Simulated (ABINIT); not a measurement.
A run of ABINIT 10.8.3 (patched build):

run.abi

```
# Pseudopotentials
pp_dirpath "./"
pseudos "Hf.upf, O.upf"

# Structure
acell 3.6168511858 3.6168511858 3.6168511858 Angstrom
rprim
     0.0000000000     0.7071067812     0.7071067812
     0.7071067812     0.0000000000     0.7071067812
     0.7071067812     0.7071067812     0.0000000000
ntypat 2
znucl 72 8
natom 3
typat 1 2 2
xred
     0.0000000000     0.0000000000     0.0000000000
     0.7500000000     0.7500000000     0.7500000000
     0.2500000000     0.2500000000     0.2500000000

# Plane-wave basis
ecut 35.0

# k points
kptopt 1
ngkpt 7 7 7
nshiftk 1
shiftk 0.0 0.0 0.0

# Exchange and correlation
ixc 11

# Bands and occupations
nband 16
occopt 3
tsmear 0.00183747

# SCF cycle
nstep 100
tolvrs 1.0e-10

# Output
iomode 3
prtwf 0
prteig 0
prtebands 0
enunit 2
prtden 1
prtvha 1
prtvclmb 1
prtpot 1
prtelf 1
```

Potentials or basis: PseudoDojo NC SR PBE v0.4.1 standard.

The run is started by

```console
$ abinit run.abi > log 2>&1
```

Hardware: 1 thread of Arm Neoverse N1 (shared host).

Problem. How long does it take, and how much memory?

Solution. It took 49 s on 1 thread of Arm Neoverse N1 (shared host), peak memory 0.08 GiB. Counts: scf iterations 11, mpi ranks 1, k points 20, bands 16, plane waves 2247.
